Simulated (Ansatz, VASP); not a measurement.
**P in VASP and in Ansatz**

Contents of INCAR:

```
SYSTEM = P
PREC     = Accurate       ! precision mode
ENCUT    = 520            ! plane-wave cutoff, eV
EDIFF    = 1E-7           ! SCF threshold, eV
ISMEAR   = -1             ! smearing method
SIGMA    = 0.1            ! smearing width, eV
LREAL    = .FALSE.        ! projectors in reciprocal space
LASPH    = .TRUE.         ! aspherical terms in the spheres
NELM     = 60             ! most SCF steps
ALGO     = Normal         ! electronic algorithm
ISIF     = 2              ! what is computed and relaxed
LWAVE    = .FALSE.        ! write WAVECAR
LCHARG   = .FALSE.        ! write CHGCAR
GGA      = RP             ! functional
NBANDS   = 8              ! bands
```

File KPOINTS:

```
Automatic mesh
0
G
  14 14 14
  0 0 0
```

The input POSCAR:

```
P
1.0
    2.4230723691      0.0000000000      0.0000000000
    0.0000000000      2.4230723691      0.0000000000
    0.0000000000      0.0000000000      2.4230723691
P
1
Direct
    0.0000000000      0.0000000000      0.0000000000
```

Input for Ansatz:

```yaml
crystal:
  lattice:
    - [2.4230723691, 0.0, 0.0]
    - [0.0, 2.4230723691, 0.0]
    - [0.0, 0.0, 2.4230723691]
  atoms:
    - { symbol: P, position: [0.0, 0.0, 0.0] }
hamiltonian:
  xc: rpbe
  pseudopotentials:
    kind: paw
    azcp:
      P: "pseudopotentials/P.paw.azcp"
basis:
  ecutwfc: 420
  fft_grid_basis: typed
kpoints:
  mp_grid: { grid: [14, 14, 14], shift: [0, 0, 0] }
magnetization:
  spin_polarized: false
scf:
  occupations: { method: fermi_dirac, width: 0.1 }
  lower_state_search: "off"
output:
  stress: true
```

Alike in both runs: task single point; functional RPBE; k mesh 14 × 14 × 14; occupations fermi-dirac, width 0.1 eV; no spin polarisation.

|  | VASP | Ansatz |
| --- | --- | --- |
| version | VASP 6.6.1 | Ansatz 0.2.0 |
| potentials or method | VASP PAW PBE potentials, release 64 (P) | plane waves (420 eV) with PAW, scalar-relativistic |
| plane-wave cutoff (eV) | 520 | 420 |
| valence electrons in the cell | 5 | 5 |

VASP gave:

```
pressure (GPa) : 4.7
```

Problem. Estimate Ansatz's values.

Solution. Pressure (GPa): 5.4.

The functional is the same, so the differences come from potentials, cutoffs and numerics.

Caveats: the PAW data sets were made with another functional, which shifts forces and pressure a little (VASP).
